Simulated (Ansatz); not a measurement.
# Ni: element swaps in one structure

An exercise on one series of results from a longer session: the logs are not shown, and one member is left open.

Method: DFT PBEsol, scalar-relativistic, plane waves, PAW, in Ansatz 0.2.0.

2 further runs of the same task are left out: 2 set aside as unsound or not needed.

## The system as given

The structure is cubic, space group Fm-3m (No. 225). The conventional cell has a = 3.463 Å, b = 3.463 Å, c = 3.463 Å, α = 90.00°, β = 90.00°, γ = 90.00°. Ni (site symmetry m-3m) has 12 Ni at 2.45 Å as nearest neighbours.

As a file:

```xyz
1
Lattice="0.0000 1.7316 1.7316 1.7316 0.0000 1.7316 1.7316 1.7316 0.0000" Properties=species:S:1:pos:R:3 pbc="T T T"
Ni    0.0000    0.0000    0.0000
```

It is the result of an earlier relaxation at this level (volume 10.38 Å³/atom; gap on the mesh: none (metal), site moments up to 0.7 μB).

Set-up of the first run:

File input.yaml:

```yaml
crystal:
  lattice:
    - [0.0, 1.887898701, 1.887898701]
    - [1.887898701, 0.0, 1.887898701]
    - [1.887898701, 1.887898701, 0.0]
  atoms:
    - { symbol: Mg, position: [0.0, 0.0, 0.0] }
basis:
  ecutwfc: 420
kpoints:
  mp_grid: { grid: [8, 8, 8] }
hamiltonian:
  xc: pbesol
scf:
  occupations: { method: gaussian, width: 0.1 }
output:
  forces: true
  stress: true
  eigenvalues: true
```

Started as:

```
ansatz run input.yaml --threads 1 --pin off --max-ram 2560MiB --backend cpu --events-out ev --progress --plain --runs-dir out
```

Among the steps run: Quick check of gap, pressure and forces (Mg); A loose first relaxation (Mg); Relaxing cell and atoms (Mg); Quick check of gap, pressure and forces (Zn); Rough relaxation on the coarse mesh (Zn); The relaxation (Zn).

One of the session's tables, all rows but one given; the rest of the session is left out.

It belongs to the step «The crystals compared». Lengths are those of the vectors of the cell that was run:

| swap | volume (Å³/atom) | a (Å) | b (Å) | c (Å) |
| --- | --- | --- | --- | --- |
| none | 10.38 | 2.449 | 2.449 | 2.449 |
| Ni → Pd | 14.55 | 2.740 | 2.740 | 2.740 |
| Ni → Pb | ? | ? | ? | ? |
| Ni → Mg | 22.63 | 3.175 | 3.175 | 3.175 |
| Ni → Zn | 14.13 | 2.714 | 2.714 | 2.714 |

Q: Estimate the row for Ni → Pb from the others.

The run gave: volume (Å³/atom): 30.03; a (Å): 3.489; b (Å): 3.489; c (Å): 3.489. In the column «volume (Å³/atom)» it is the highest.

Lengths are those of the computed cell. Rows of earlier swaps come from the sessions before.
